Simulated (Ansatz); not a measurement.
Ansatz input file:

```yaml
crystal:
  lattice:
    - [3.6538425681, -0.0507683219, -0.4150158763]
    - [-1.6675363228, 3.2579980323, 0.3922533238]
    - [-1.9010735613, -0.9729055302, 10.9983241859]
  atoms:
    - { symbol: Hg, position: [0.5511673877, 0.8154533473, 0.367901607] }
    - { symbol: Hg, position: [0.4481133216, 0.1836280996, 0.6322007081] }
    - { symbol: Hg, position: [0.0002753968, 0.000474635, -2.12641e-05] }
    - { symbol: H, position: [0.0614156951, 0.8190344406, 0.8811559854] }
    - { symbol: H, position: [0.9390281989, 0.1819928544, 0.1187629636] }
basis:
  ecutwfc: 420
kpoints:
  mp_grid: { grid: [8, 8, 2] }
hamiltonian:
  xc: pbe
scf:
  occupations: { method: gaussian, width: 0.02 }
output:
  forces: true
  stress: true
  eigenvalues: true
relax:
  adjacent_minimum: "off"
  f_tol: 0.025
  max_steps: 70
  cell: { stress_tol: 0.12 }
```

Command:
```bash
ansatz run input.yaml --threads 2 --pin off --max-ram 5120MiB --backend cpu --events-out ev --progress --plain --runs-dir out
```

All numbers below come from DFT PBE, scalar-relativistic, plane waves, PAW (Ansatz).

Abridged output (final results; tables in files aren't shown):

```
SCF 7 converged in 6 iterations: F = -41471.094457 eV  dr2 = 1.48e-10
SCF converged after 6 iterations
Free energy (F): -41471.094457 eV
Harris-Foulkes:  -41471.094457 eV  (|F-HF|=1.16e-10)
Internal energy: -41471.094457 eV  (E = F + TS)
E sigma→0 (E₀):  -41471.094457 eV
Fermi energy:    6.016374 eV
--- Per-component energies (eV) ---
  E_band       = -1644.119968
  E_kinetic    = 1839.689182
  E_local      = -10655.663431  (includes V_loc(G=0)·N_el)
  E_nonlocal   = 219.474529
  E_hartree    = 4546.630114
  E_xc         = -677.782894
  E_vxc        = -807.491135  (∫ρ·V_xc dr)
  E_paw        = -29837.204951  (= ΣΔE_a)
  E_vpaw       = -1333.390822  (= ΣTr[D̂ρ^β])
  E_aug_tail   = 0.000342  (compensation charges beyond the density's cutoff)
  E_ewald      = -6906.237349
  E_smearing   =  0.000000  (= −TS)
--- Forces (eV/Å), atoms counted from 1 ---
  atom   1  Hg    -0.00032412     0.00011544     0.00008592
  atom   2  Hg     0.00033052    -0.00008912    -0.00003805
  atom   3  Hg    -0.00019315     0.00048990    -0.00012780
  atom   4  H      0.00037415    -0.00047109     0.00028501
  atom   5  H     -0.00018740    -0.00004514    -0.00020513
--- Stress (GPa, compression-positive) ---
       -0.002795      -0.007339      -0.000540
       -0.007339      -0.009581      -0.000702
       -0.000540      -0.000702       0.016890
  P = ⅓ Tr σ = 0.0015 GPa (0.015 kbar)
--- Band table (eV; the first three rows and the last of 68) ---
  k-point 0: bands = ["-109.1480", "-107.5571", "-107.5570", "-57.6997", "-57.5289", "-57.4974", "-56.0120", "-56.0083", "-56.0062", "-56.0056", "-56.0054", "-56.0049", "-2.8318", "-1.2129", "-1.0166", "-0.8334", "-0.6889", "-0.1220", "0.1240", "0.3064", "0.3971", "0.4114", "0.4401", "0.4474", "0.6373", "0.6623", "0.8125", "0.8182", "0.8193", "1.9611", "3.7197", "7.4295", "11.5479", "12.0915", "13.8223", "15.4988", "16.0434", "16.3242"]
  k-point 1: bands = ["-109.1480", "-107.5571", "-107.5570", "-57.6997", "-57.5289", "-57.4974", "-56.0120", "-56.0083", "-56.0062", "-56.0056", "-56.0054", "-56.0049", "-2.8307", "-1.2129", "-1.0166", "-0.8333", "-0.6889", "-0.0848", "0.1260", "0.3026", "0.3972", "0.4113", "0.4402", "0.4472", "0.6166", "0.6373", "0.6620", "0.8184", "0.8195", "2.6999", "2.9465", "8.0858", "10.3220", "12.7425", "13.7461", "15.4984", "16.0435", "16.3099"]
  k-point 2: bands = ["-109.1480", "-107.5571", "-107.5570", "-57.6998", "-57.5292", "-57.4975", "-56.0118", "-56.0084", "-56.0065", "-56.0059", "-56.0058", "-56.0050", "-2.8072", "-1.1643", "-1.0082", "-0.7888", "-0.7225", "-0.0027", "0.1881", "0.3599", "0.3816", "0.4445", "0.4834", "0.4922", "0.5825", "0.6523", "0.6881", "0.8229", "1.0969", "2.1736", "3.8393", "7.7190", "11.1979", "11.8953", "13.2192", "14.0742", "14.2975", "15.3714"]
  k-point 67: bands = ["-109.1480", "-107.5570", "-107.5570", "-57.7011", "-57.5299", "-57.4993", "-56.0112", "-56.0098", "-56.0086", "-56.0080", "-56.0074", "-56.0063", "-2.8127", "-1.0857", "-0.8261", "-0.8045", "-0.4908", "0.1083", "0.1870", "0.2016", "0.4045", "0.4610", "0.7309", "0.7912", "0.8244", "0.8946", "0.9228", "2.5037", "2.5215", "4.3927", "5.0110", "7.0784", "7.5070", "9.1070", "9.3160", "11.0717", "12.0161", "12.8588"]
--- Relaxed structure (6 steps of the walk, 4 accepted, 1 SCFs on fresh bases) ---
  F+E_penalty+E_count = -41471.09445737 eV   max|allowed force component| = 4.899e-4 eV/Å   (the final SCF, on the basis selected at the relaxed cell)
  cell:  # Å, volume = 130.6710 Å³
    - [3.64724120, -0.07491313, -0.43738760]
    - [-1.68657783, 3.24019226, 0.41095243]
    - [-1.91902519, -0.94401198, 11.34277353]
  atoms:
    - { symbol: Hg, position: [0.54971950, 0.81880548, 0.37038121] }
    - { symbol: Hg, position: [0.44996335, 0.18105519, 0.62956626] }
    - { symbol: Hg, position: [0.00010249, 0.00021427, 2.14510467e-5] }
    - { symbol: H, position: [0.05663871, 0.82418354, 0.88329227] }
    - { symbol: H, position: [0.94357593, 0.17632487, 0.11673879] }
```

The relaxation met its thresholds.

The run took 100 s on 2 threads of Arm Neoverse V1 (shared host), peak memory 0.52 GiB.

Spin–orbit coupling is left out, which can shift energies with elements as heavy as these.